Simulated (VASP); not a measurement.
Write the native input for VASP 6.6.1 that does the following.

```
Task                   : band structure
Functional             : PBE
Potentials or basis    : VASP PAW PBE potentials, release 64 (In_d, Sb)
Cutoff                 : 520 eV
k mesh                 : 10 × 10 × 10
Occupations            : gaussian, width 0.03 eV
Spin                   : no spin polarisation
Further INCAR settings : ALGO = Normal; EDIFF = 1e-07; NBANDS = 16
```

The structure of InSb lies in POSCAR:

```
InSb                                    
1.0
    0.0000000000      3.2603245811      3.2603245811
    3.2603245811      0.0000000000      3.2603245811
    3.2603245811      3.2603245811      0.0000000000
  In              Sb            
     1     1
Direct
     0.0000000000000000    0.0000000000000000    0.0000000000000000
     0.2500000000000000    0.2500000000000000    0.2500000000000000
```

One way to write it, as run:

INCAR

```
SYSTEM = InSb
  ALGO = Normal
  EDIFF = 1E-7
  ENCUT = 520
  GGA = PE
  ISIF = 2
  ISMEAR = 0
  KPAR = 4
  LASPH = .TRUE.
  LCHARG = .FALSE.
  LREAL = .FALSE.
  LWAVE = .FALSE.
  NBANDS = 16
  NELM = 80
  PREC = Accurate
  SIGMA = 0.03
```

KPOINTS

```
k-points
0
G
  10 10 10
  0 0 0
```

KPOINTS_OPT

```
explicit points
302
Reciprocal
 0.0000000000  0.0000000000  0.0000000000 1
 0.0263157895  0.0000000000  0.0263157895 1
 0.0526315789  0.0000000000  0.0526315789 1
 0.0789473684  0.0000000000  0.0789473684 1
 0.1052631579  0.0000000000  0.1052631579 1
 0.1315789474  0.0000000000  0.1315789474 1
[... 294 lines left out ...]
 0.5127584400  0.0255168800  0.5127584400 1
 0.4872415600 -0.0255168800  0.4872415600 1
```

Potentials or basis: VASP PAW PBE potentials, release 64 (In_d, Sb).

The run is started by

```sh
$ cat potpaw_PBE.64/In_d/POTCAR potpaw_PBE.64/Sb/POTCAR > POTCAR
$ mpirun -np 4 vasp_std > vasp.out
```

Results of the run:

```json
{"Pressure": "2.2 GPa", "Band gap along the path": "none (metal or under the smearing width)"}
```

Caveat: spin-orbit coupling is left out, which moves the levels of the heavy elements; this crystal is a semiconductor, whose small gap the functional closes, so the metal is an error of the method.

Wall time 46 s on 4 MPI ranks on Intel(R) Xeon(R) 6975P-C (Granite Rapids), with other jobs on the host, peak memory 0.26 GiB a rank.
